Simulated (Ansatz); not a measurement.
# NiO (Fm-3m) in Ansatz: settings compared

The runs below take NiO through relaxation of cell and atoms, with PBEsol+D4, revPBE.

Program: Ansatz 0.2.0. These are calculated values, not measurements. Logs are shortened: lines on timing, memory, paths and dates and some standing lists are left out, and cuts for length are marked.

## (1) The structure

It takes space group Fm-3m (No. 225, cubic). The conventional cell has a = 4.172 Å, b = 4.172 Å, c = 4.172 Å, α = 90.00°, β = 90.00°, γ = 90.00°. Around Ni (site symmetry m-3m) lie 6 O at 2.09 Å. O (site symmetry m-3m) is surrounded by 6 Ni at 2.09 Å.

## (2) Relaxation of cell and atoms, PBEsol+D4, collinear spin, ferromagnetic start

Contents of input.yaml:

```yaml
crystal:
  lattice:
    - [0.0, 2.0859016414, 2.0859016414]
    - [2.0859016414, 0.0, 2.0859016414]
    - [2.0859016414, 2.0859016414, 0.0]
  atoms:
    - { symbol: Ni, position: [0.0, 0.0, 0.0], spin: 1.0 }
    - { symbol: O, position: [0.5, 0.5, 0.5] }
hamiltonian:
  xc: pbesol
  pseudopotentials: { kind: paw }
  dispersion: d4
magnetization:
  spin_polarized: true
kpoints:
  mp_grid: { grid: [11, 11, 11] }
scf:
  occupations: { method: fermi_dirac, width: 0.05 }
output:
  forces: true
  stress: true
relax:
  f_tol: 0.01
  max_steps: 40
  cell: { stress_tol: 0.05 }
```

Potentials or basis: Ansatz PAW.

On the command line:

```
$ ansatz run input.yaml --threads 2 --pin off --max-ram 5120MiB --backend cpu --events-out ev --progress --plain --runs-dir out
```

Output:

```text
Warning: RAYON_NUM_THREADS=2 ignored (pool sized by the plan → 2); use --threads N
Engine: ansatz 0.2.0, aarch64-unknown-linux-gnu
Pseudopotentials: kind: paw
Pseudopotential: Ni, paw, valence charge 18, recommended cutoff 420 eV (normal), Ni.paw.azcp
Pseudopotential: O, paw, valence charge 6, recommended cutoff 420 eV (normal), O.paw.azcp
Functional definition: PBEsol
  exchange = pbesol_x
  correlation = pbesol_c
Crystal: 2 atoms, lattice volume = 18.151 Å³
Basis set: ecut = 420 eV, 339 PW (Γ), exchange–correlation on 40×40×40 points (8 copies of the dense FFT grid, shifted against one another)
Bands: 17, of which v1, the nominal top of the filled ones, is band 12 counted from 1 (11 counted from 0)
Symmetry: 48 space group operations
Space group: Fm-3m (ITA 225), of the structure as read, at distance tolerance 2.6e-5 Å
Magnetic group: BNS 225.116 (UNI 1618), of the structure as read, at distance tolerance 2.6e-5 Å
k-points: 56 of 1331
Non-local potential: Ni, projectors of the file, l = 0: 3, l = 1: 2, l = 2: 3, l = 3: 1
Non-local potential: O, projectors of the file, l = 0: 2, l = 1: 2, l = 2: 1
PAW form: soft (Blöchl's): semilocal exchange-correlation on the pseudo side does not see the compensation charge
PAW frozen core: Ni, regenerated for the run's functional, and the local potential with it (the file was generated under x = pbe(κ = 0.804, μ = 0.2195149727645171), c = pbe(β = 0.06672455060314922))
PAW frozen core: O, regenerated for the run's functional, and the local potential with it (the file was generated under x = pbe(κ = 0.804, μ = 0.2195149727645171), c = pbe(β = 0.06672455060314922))
PAW one-centre angular grid: Ni, 590 points (default); XC on 64 Gauss nodes
PAW one-centre angular grid: O, 110 points (default); XC on 64 Gauss nodes
Initial density: superposition of atomic densities (chi_scale 0.1, normalization cell, long waves kept (reshape's long-wave potential 0.00 eV rms))
Starting moments: Σ|m| = 1 μB on 1 of 2 sites
Initial wavefunctions: pseudopotential atomic-orbital guess
Functional: x = pbesol(κ = 0.804, μ = 0.12345679012345678), c = pbesol(β = 0.046)
SCF iter   1: F=—  HF=-6363.537671 eV  |F-HF|=—  |Δ(HF+E_count)|=         —  Δρ=1.46e-1 (↑1.05e-1 ↓1.46e-1)  dr2=8.02e0  dr2_m=1.06e-1  M=0.870 μB ∫|m|=0.870 μB  β_m=0.30  ethr=3.10e-3  ⟨swp⟩=5.6  Hψ=8356  notcnv=0
Mixer restart at iter 1: flushing history
preconditioner: auto → none  [metal: Δε(μ)=0.002 eV  Ē_g=14.051 eV  σ=0.050 eV  W_gap=0.01  n_scr=8 (ndim 8)  ℏωp=34.9 eV  f_vac=0.000  D(μ)=2.25/eV (n_scr^D=26)  sad-step TF]
SCF iter   2: F=—  HF=-6364.097339 eV  |F-HF|=—  |Δ(HF+E_count)|=   5.60e-1  Δρ=5.79e-2 (↑3.60e-2 ↓5.79e-2)  dr2=9.06e-1  dr2_m=5.82e-2  M=1.001 μB ∫|m|=1.001 μB  β_m=0.36  ethr=3.10e-3  ⟨swp⟩=3.0  Hψ=4847  notcnv=0  defer=20
SCF iter   3: F=—  HF=-6364.469624 eV  |F-HF|=—  |Δ(HF+E_count)|=   3.72e-1  Δρ=3.01e-2 (↑1.84e-2 ↓3.01e-2)  dr2=1.64e-1  dr2_m=2.78e-2  M=1.045 μB ∫|m|=1.046 μB  β_m=0.59  ethr=3.10e-3  ⟨swp⟩=2.0  Hψ=3287  notcnv=0  defer=17
SCF iter   4: F=—  HF=-6364.625525 eV  |F-HF|=—  |Δ(HF+E_count)|=         —  Δρ=2.57e-2 (↑1.24e-2 ↓2.57e-2)  dr2=1.95e-2  dr2_m=5.85e-2  M=1.239 μB ∫|m|=1.241 μB  β_m=0.59  ethr=6.83e-4  ⟨swp⟩=2.3  Hψ=3180  notcnv=0  defer=17
Mixer restart at iter 4: flushing history
SCF iter   5: F=—  HF=-6364.628675 eV  |F-HF|=—  |Δ(HF+E_count)|=   3.15e-3  Δρ=1.60e-2 (↑1.60e-2 ↓6.26e-3)  dr2=1.67e-2  dr2_m=1.82e-2  M=1.262 μB ∫|m|=1.265 μB  β_m=0.69  ethr=8.14e-5  ⟨swp⟩=2.4  Hψ=4590  notcnv=0  defer=20
SCF iter   6: F=—  HF=-6364.645559 eV  |F-HF|=—  |Δ(HF+E_count)|=   1.69e-2  Δρ=2.71e-2 (↑6.82e-3 ↓2.71e-2)  dr2=8.88e-2  dr2_m=3.20e-2  M=1.354 μB ∫|m|=1.358 μB  β_m=0.27  ethr=6.95e-5  ⟨swp⟩=2.8  Hψ=3931  notcnv=0  defer=20  recentre
SCF iter   7: F=—  HF=-6364.623733 eV  |F-HF|=—  |Δ(HF+E_count)|=   2.18e-2  Δρ=6.86e-3 (↑6.86e-3 ↓5.34e-3)  dr2=1.17e-3  dr2_m=5.85e-3  M=1.325 μB ∫|m|=1.329 μB  β_m=0.45  ethr=6.95e-5  ⟨swp⟩=2.1  Hψ=4589  notcnv=0  defer=21
SCF iter   8: F=—  HF=-6364.623531 eV  |F-HF|=—  |Δ(HF+E_count)|=   2.02e-4  Δρ=1.37e-3 (↑1.37e-3 ↓5.22e-4)  dr2=8.21e-5  dr2_m=1.15e-4  M=1.398 μB ∫|m|=1.403 μB  β_m=0.73  ethr=4.86e-6  ⟨swp⟩=2.1  Hψ=3021  notcnv=0  defer=21
SCF iter   9: F=—  HF=-6364.623604 eV  |F-HF|=—  |Δ(HF+E_count)|=   7.28e-5  Δρ=9.29e-4 (↑4.99e-4 ↓9.29e-4)  dr2=6.91e-5  dr2_m=7.32e-5  M=1.409 μB ∫|m|=1.414 μB  β_m=0.74  ethr=3.42e-7  ⟨swp⟩=2.0  Hψ=2909  notcnv=0  defer=21
[... 90 lines left out ...]
SCF iter   4: F=—  HF=-6364.653298 eV  |F-HF|=—  |Δ(HF+E_count)|=   2.36e-6  Δρ=9.93e-5 (↑4.41e-5 ↓9.93e-5)  dr2=4.67e-7  dr2_m=7.91e-7  M=1.254 μB ∫|m|=1.259 μB  β_m=0.08  ethr=3.66e-10  ⟨swp⟩=2.6  Hψ=3059  notcnv=0
SCF iter   5: F=—  HF=-6364.653297 eV  |F-HF|=—  |Δ(HF+E_count)|=   5.42e-7  Δρ=6.45e-5 (↑6.45e-5 ↓5.17e-5)  dr2=6.59e-8  dr2_m=4.75e-7  M=1.254 μB ∫|m|=1.258 μB  β_m=0.18  ethr=3.66e-10  ⟨swp⟩=2.0  Hψ=3278  notcnv=0
SCF iter   6: F=—  HF=-6364.653299 eV  |F-HF|=—  |Δ(HF+E_count)|=   1.81e-6  Δρ=2.95e-5 (↑2.95e-5 ↓2.45e-5)  dr2=8.30e-8  dr2_m=6.00e-8  M=1.253 μB ∫|m|=1.257 μB  β_m=0.43  ethr=2.74e-10  ⟨swp⟩=2.2  Hψ=3255  notcnv=0
SCF iter   7: F=-6364.653299 eV  HF=-6364.653299 eV  |F-HF|=6.39e-8  |Δ(HF+E_count)|=   8.40e-8  Δρ=2.05e-5 (↑4.56e-6 ↓2.05e-5)  dr2=7.30e-8  dr2_m=1.47e-8  M=1.253 μB ∫|m|=1.257 μB  ethr=2.74e-10  ⟨swp⟩=2.0  Hψ=5767  notcnv=0
SCF 7 converged in 7 iterations: F = -6364.653299 eV  dr2 = 7.30e-8
relax step   7: F+E_penalty+E_count = -6364.65329889 eV  Δ(F+E_penalty+E_count) = -1.193e-4 eV  max|allowed force component| = 1.998e-29 eV/Å  Δτ_max = 0.0000 Å  P = -0.002 GPa  Ω = 17.260 Å³  energy of the carried Pulay correction = +1.014e-4 eV  (7 SCF iters, dr2 threshold 1.98e-7 eV, accepted)
iter 1 solved again at ethr=3.01e-9 eV; its pass at ethr=3.10e-3 eV (dr2=7.23e-7 eV) is discarded
SCF iter   1: F=—  HF=-6364.653247 eV  |F-HF|=—  |Δ(HF+E_count)|=         —  Δρ=5.99e-6 (↑4.04e-6 ↓5.99e-6)  dr2=6.63e-9  dr2_m=1.07e-9  M=1.253 μB ∫|m|=1.257 μB  β_m=0.65  ethr=3.01e-9  ⟨swp⟩=3.2  Hψ=13948  notcnv=0
preconditioner: auto → none  [metal: Δε(μ)=0.046 eV  Ē_g=14.864 eV  σ=0.050 eV  W_gap=0.22  n_scr=0 (ndim 8)  ℏωp=35.8 eV  f_vac=0.000  D(μ)=1.59/eV (n_scr^D=14)]
SCF iter   2: F=—  HF=-6364.653247 eV  |F-HF|=—  |Δ(HF+E_count)|=   3.25e-9  Δρ=4.61e-6 (↑4.61e-6 ↓2.39e-6)  dr2=1.46e-9  dr2_m=1.24e-9  M=1.253 μB ∫|m|=1.257 μB  β_m=0.49  ethr=2.76e-11  ⟨swp⟩=2.1  Hψ=3200  notcnv=0
SCF iter   3: F=—  HF=-6364.653247 eV  |F-HF|=—  |Δ(HF+E_count)|=   1.00e-9  Δρ=5.28e-6 (↑1.54e-6 ↓5.28e-6)  dr2=2.35e-9  dr2_m=1.65e-9  M=1.253 μB ∫|m|=1.257 μB  β_m=0.71  ethr=6.07e-12  ⟨swp⟩=2.0  Hψ=3275  notcnv=0
SCF iter   4: F=—  HF=-6364.653247 eV  |F-HF|=—  |Δ(HF+E_count)|=   2.81e-9  Δρ=3.43e-6 (↑3.43e-6 ↓2.44e-6)  dr2=5.84e-10  dr2_m=1.16e-9  M=1.253 μB ∫|m|=1.257 μB  β_m=0.85  ethr=6.07e-12  ⟨swp⟩=2.0  Hψ=3130  notcnv=0
SCF iter   5: F=—  HF=-6364.653247 eV  |F-HF|=—  |Δ(HF+E_count)|=  2.09e-11  Δρ=2.47e-6 (↑1.98e-6 ↓2.47e-6)  dr2=5.05e-10  dr2_m=6.38e-10  M=1.253 μB ∫|m|=1.257 μB  β_m=0.93  ethr=2.43e-12  ⟨swp⟩=2.0  Hψ=2816  notcnv=0
SCF iter   6: F=—  HF=-6364.653247 eV  |F-HF|=—  |Δ(HF+E_count)|=  1.41e-10  Δρ=3.48e-7 (↑2.06e-7 ↓3.48e-7)  dr2=2.10e-11  dr2_m=6.14e-12  M=1.253 μB ∫|m|=1.257 μB  β_m=0.84  ethr=2.10e-12  ⟨swp⟩=2.0  Hψ=2680  notcnv=0
SCF iter   7: F=—  HF=-6364.653247 eV  |F-HF|=—  |Δ(HF+E_count)|=  2.46e-11  Δρ=1.98e-7 (↑1.22e-7 ↓1.98e-7)  dr2=7.01e-12  dr2_m=2.20e-12  M=1.253 μB ∫|m|=1.257 μB  β_m=0.92  ethr=1.00e-12  ⟨swp⟩=1.0  Hψ=1904  notcnv=0
SCF iter   8: F=-6364.653247 eV  HF=-6364.653247 eV  |F-HF|=2.73e-12  |Δ(HF+E_count)|=  7.28e-12  Δρ=1.30e-7 (↑4.92e-8 ↓1.30e-7)  dr2=3.03e-12  dr2_m=6.99e-13  M=1.253 μB ∫|m|=1.257 μB  ethr=1.00e-12  ⟨swp⟩=3.8  Hψ=7451  notcnv=0
SCF 8 converged in 8 iterations: F = -6364.653247 eV  dr2 = 3.03e-12
relax step   8: F+E_penalty+E_count = -6364.65324654 eV  Δ(F+E_penalty+E_count) = +5.235e-5 eV  max|allowed force component| = 1.735e-29 eV/Å  Δτ_max = 0.0000 Å  P = -0.004 GPa  Ω = 17.260 Å³  stress off target by 4.26e-3 GPa  SCF on the basis re-selected at this cell (its energy is not comparable with the rows above)  (8 SCF iters)
basis re-selected at this cell: Δ(F+E_penalty+E_count) = +5.235e-5 eV, ΔP = -0.002 GPa vs the last step (what re-selecting the basis moved, of the pressure what is left beyond the Pulay correction that the steps carried, after the strain that the cell walked since its last selection, with what the two solves' SCF thresholds leave and, on support functions, any second-order correction that the steps lacked; it is no measure of the basis error at this ecutwfc). This SCF's stress stands 4.26e-3 GPa from its target on what of the cell is left free (relax.cell.stress_tol is 5.00e-2 GPa) and its largest allowed force component is 1.74e-29 eV/Å (relax.f_tol is 1.00e-2 eV/Å): within both
SCF converged after 8 iterations
Magnetization: 1.2531 μB (12.6266 up, 11.3734 down)
Absolute magnetization: 1.2570 μB (∫|ρ↑−ρ↓|, with the PAW one-centre terms)
Spin contamination: 0.0066 ħ² per cell (⟨S²⟩ above its minimum at these occupations)
Per-site moments (μB) at R_I (Å): [(1.024382189279301, 0.8461097491266399), (0.18495168500367942, 0.8461097491266399)]
Free energy (F): -6364.653247 eV
Harris-Foulkes:  -6364.653247 eV  (|F-HF|=2.73e-12)
Internal energy: -6364.640153 eV  (E = F + TS)
E sigma→0 (E₀):  -6364.646700 eV
Entropy (-TS):   -0.013093 eV (-6.547 meV/atom)
Fermi energy:    15.483157 eV
--- Per-component energies (eV) ---
  E_band       = -302.911352
  E_kinetic    = 453.990527
  E_local      = -3907.209968  (includes V_loc(G=0)·N_el)
  E_nonlocal   = 694.288354
  E_hartree    = 1611.406714
  E_xc         = -155.312022
  E_vxc        = -200.228822  (∫ρ·V_xc dr)
  E_paw        = -1751.767884  (= ΣΔE_a)
  E_vpaw       = -566.567847  (= ΣTr[D̂ρ^β])
  E_aug_tail   = 0.002905  (compensation charges beyond the density's cutoff)
  E_ewald      = -3309.902809
  E_disp       = -0.368549  (pairwise vdW)
  E_core_change = 0.232577  (= ΣΔE_core)
  E_smearing   = -0.013093  (= −TS)
  E_closure    = 0.000000  (closes the sum)
  Σ components = -6364.653247   (vs F -6364.653247, Δ=0.00e0)
--- Forces (eV/Å), atoms counted from 1 ---
  atom   1  Ni    -0.00000000     0.00000000     0.00000000
  atom   2  O      0.00000000     0.00000000     0.00000000
  max |Σ_I F_I| component: 2.42e-29 eV/Å
--- Stress (GPa, compression-positive) ---
       -0.004260       0.000000       0.000000
        0.000000      -0.004260       0.000000
        0.000000       0.000000      -0.004260
  P = ⅓ Tr σ = -0.0043 GPa (-0.043 kbar)
--- Relaxed structure (6 steps of the walk, 6 accepted, 2 SCFs on fresh bases) ---
  F+E_penalty+E_count = -6364.65324654 eV   max|allowed force component| = 1.735e-29 eV/Å   (the final SCF, on the basis selected at the relaxed cell)
  cell:  # Å, volume = 17.2599 Å³
    - [-1.1544210900829848e-34, 2.051175149397915, 2.051175149397915]
    - [2.051175149397915, 4.45845139266372e-34, 2.051175149397915]
    - [2.051175149397915, 2.051175149397915, 6.807098575196453e-34]
  atoms:
    - { symbol: Ni, position: [1.6230025727012292e-36, -1.382557747116719e-36, -1.6230025727063956e-36] }
    - { symbol: O, position: [0.49999999999999994, 0.49999999999999994, 0.49999999999999994] }
```

Run time: 15 s. Hardware: 2 threads of Arm Neoverse V1, shared host; peak memory 0.3 GiB.

Results:

```
Free energy                            : -6364.6532 eV
Relaxed volume                         : 8.63 Å³/atom
Relaxed cell                           : a = 2.901 Å, b = 2.901 Å, c = 2.901 Å, α = 60.00°, β = 60.00°, γ = 60.00°
Space group after relaxing (to 0.05 Å) : Fm-3m (No. 225)
Energy gained by relaxing              : 14.8 meV/atom
Ionic steps                            : 8
Pressure after relaxing                : 0.0 GPa
Net moment                             : 1.25 μB per cell
Absolute moment                        : 1.26 μB per cell
Site moments                           : Ni +1.02; O +0.18 μB
```

Step by step:
```
step  energy change (eV)  largest force (eV/Å)  volume (Å³)
   1              0.0000                0.0000        18.15
   2             -0.0229                0.0000        17.72
   3             -0.0331                0.0000        17.21
   4             -0.0330                0.0000        17.29
   5             -0.0330                0.0000        17.28
   6             -0.0296                0.0000        17.28
   7             -0.0297                0.0000        17.26
   8             -0.0296                0.0000        17.26
```

Final structure:
```
Ni O
1.0
     0.00000    2.05118    2.05118
     2.05118    0.00000    2.05118
     2.05118    2.05118    0.00000
Ni O
1 1
Direct
  0.00000 0.00000 0.00000
  0.50000 0.50000 0.50000
```

Caveat: the plane-wave basis is chosen anew once the cell has moved, so the energies of steps on either side of that aren't comparable; the pressure holds a Pulay correction of +0.8 GPa for the finite cutoff; a cell with one magnetic atom can't hold antiferromagnetic order, which such compounds often take; the PAW data sets come from PBE, with cores solved anew for the run's functional, which leaves a small shift of forces and pressure.

## (3) Relaxation of cell and atoms, revPBE, collinear spin, ferromagnetic start

input.yaml, as its differences from that of step 2:

```diff
@@ -9,5 +9,4 @@
 hamiltonian:
-  xc: pbesol
+  xc: revpbe
   pseudopotentials: { kind: paw }
-  dispersion: d4
 magnetization:
```

Potentials or basis: Ansatz PAW.

On the command line:

```
$ ansatz run input.yaml --threads 2 --pin off --max-ram 5120MiB --backend cpu --events-out ev --progress --plain --runs-dir out
```

Wall time 11 s (2 threads of Arm Neoverse V1, shared host); peak memory 0.32 GiB.

It converged, with:

```yaml
Free_energy: -6410.5426 eV
Relaxed_volume: 9.66 Å³/atom
Relaxed_cell: a = 3.011 Å, b = 3.011 Å, c = 3.011 Å, α = 60.00°, β = 60.00°, γ = 60.00°
Space_group_after_relaxing_to_0.05_Å: Fm-3m (No. 225)
Energy_gained_by_relaxing: 19.3 meV/atom
Ionic_steps: 7
Pressure_after_relaxing: 0.0 GPa
Net_moment: 1.91 μB per cell
Absolute_moment: 1.92 μB per cell
Site_moments: Ni +1.54; O +0.32 μB
```

Step by step:
```
step  energy change (eV)  largest force (eV/Å)  volume (Å³)
   1              0.0000                0.0000        18.15
   2             -0.0239                0.0000        18.64
   3             -0.0326                0.0000        19.22
   4             -0.0324                0.0000        19.26
   5             -0.0385                0.0000        19.26
   6             -0.0384                0.0000        19.31
   7             -0.0386                0.0000        19.31
```

Final structure:
```
CELL_PARAMETERS angstrom
0.00000 2.12937 2.12937
2.12937 0.00000 2.12937
2.12937 2.12937 0.00000
ATOMIC_POSITIONS crystal
Ni 0.00000 0.00000 0.00000
O 0.50000 0.50000 0.50000
```

Caveat: the plane-wave basis is chosen anew once the cell has moved, so the energies of steps on either side of that aren't comparable; the pressure holds a Pulay correction of +0.7 GPa for the finite cutoff; a cell with one magnetic atom can't hold antiferromagnetic order, which such compounds often take; the PAW data sets come from PBE, with cores solved anew for the run's functional, which leaves a small shift of forces and pressure. Zero-point motion and thermal expansion aren't in these numbers.
